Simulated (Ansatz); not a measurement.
# Silver, simple cubic under PBE: ground state and equation of state

What does PBE give for silver in the simple cubic structure? We relax it, solve it on a dense k-mesh, switch on spin-orbit coupling, then scale the cell to 7 volumes from 88 to 112 % of the relaxed one and try a fit of the equation of state. The k-meshes are 12×12×12 for the relaxation; 19×19×19 for the dense run; 11×11×11 for spin-orbit coupling; 13×13×13 for the volumes.

This is Ag in the simple cubic structure; at room conditions it is fcc.

Method: DFT PBE, plane waves (420 eV) with PAW, scalar-relativistic, in Ansatz 0.2.0.

## Step 1: Starting point

It takes space group Pm-3m (No. 221, cubic). The conventional cell has a = 2.641 Å, b = 2.641 Å, c = 2.641 Å, α = 90.00°, β = 90.00°, γ = 90.00°. Ag (site symmetry m-3m) has 6 Ag at 2.64 Å as nearest neighbours.

Coordinates:

```
CELL_PARAMETERS angstrom
2.64104 0.00000 0.00000
0.00000 2.64104 0.00000
0.00000 0.00000 2.64104
ATOMIC_POSITIONS crystal
Ag 0.00000 0.00000 0.00000
```

## Step 2: Relaxation of the cell

Contents of input.yaml:

```yaml
crystal:
  lattice:
    - [2.6410353091, 0.0, 0.0]
    - [0.0, 2.6410353091, 0.0]
    - [0.0, 0.0, 2.6410353091]
  atoms:
    - { symbol: Ag, position: [0.0, 0.0, 0.0] }
hamiltonian:
  xc: pbe
  pseudopotentials:
    kind: paw
    azcp:
      Ag: "pseudopotentials/Ag.paw.azcp"
basis:
  ecutwfc: 420
  fft_grid_basis: typed
kpoints:
  mp_grid: { grid: [12, 12, 12], shift: [0, 0, 0] }
magnetization:
  spin_polarized: false
scf:
  occupations: { method: fermi_dirac, width: 0.1 }
relax:
  max_steps: 60
  f_tol: 0.01
  cell: {}
```

Run with:

```bash
$ ansatz run input.yaml --threads 1 --pin off --max-ram 3584MiB --backend cpu --events-out ev --progress --plain --runs-dir out
```

After this run come: Dense single point; With spin-orbit coupling; Volume × 0.88; Volume × 0.92; Volume × 0.96; Volume × 1.0; Volume × 1.04; Volume × 1.08; Volume × 1.12.

What does the calculation give? Wanted: space group; conventional cell; volume; shortest distance; gap on the mesh; relative to fcc; V₀, B₀, B₀′.

The runs gave:

```
                      quantity                         value
space group (spins left aside)               Pm-3m (No. 221)
             conventional cell                   a = 2.752 Å
                        volume                20.846 Å³/atom
             shortest distance                       2.752 Å
               gap on the mesh  none (levels filled in part)
               relative to fcc                 +330 meV/atom
                   V₀, B₀, B₀′   20.811 Å³/atom, 67 GPa, 5.7
```

**Reading.** The relaxation enlarged the cell by 13.2 % in volume. It lies 330 meV/atom above the element's reference form at the same level (fcc, from a run of its own), so it is far from stable. Levels at the Fermi energy are filled in part, as in a metal. The total energy of the spin-orbit run lies -2.3 eV/atom from the scalar one, but the two kinds of run don't share a zero of energy: only differences within one kind count. B₀ comes out at 67 GPa. Relaxation kept the symmetry; phonons were not checked.
